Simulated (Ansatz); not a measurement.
Reactions of `OI`.

Program: Ansatz. Geometries: PBE0-D4/def2-TZVP. ΔE: electronic, gas phase. CBS: MP2 limit from def2 TZ/QZ plus the TZ coupled-cluster correction, frozen cores. This one scheme is used for every species, atoms too. DFT in def2-TZVPP. Open shells (•) are unrestricted, without spin–orbit coupling. Spin–orbit coupling would lower the free atoms: a little for Cl, O; strongly for I. def2 core potentials past Kr. Bonds to I are less sure, by a few kJ/mol each and by 10 to 20 or more in all where they break to atoms, as the def2 sets lack core-valence functions.

```csv
reaction,CCSD(T)/CBS(def2) (eV)
`OI` → H• + I• + O•,7.18
`OI` + `[SiH3]`• → `[O]I`• + SiH₄,0.41
`OI` → I• + `[OH]`•,2.52
`OI` + `F[C](F)F`• → `[O]I`• + trifluoromethane,?
`OI` → H• + `[O]I`•,4.63
`OI` + `[OH]`• → `[O]I`• + H₂O,-0.86
`OI` + Cl• → `[O]I`• + HCl,?
```

Problem. Fill in the missing values. (Estimate.)

Solution. The calculation gave: `OI` + `F[C](F)F`• → `[O]I`• + trifluoromethane: -0.34 eV; `OI` + Cl• → `[O]I`• + HCl: -0.04 eV.

Largest T1 diagnostic: 0.043, for `[O]I`•, so its coupled-cluster energy is less sure.
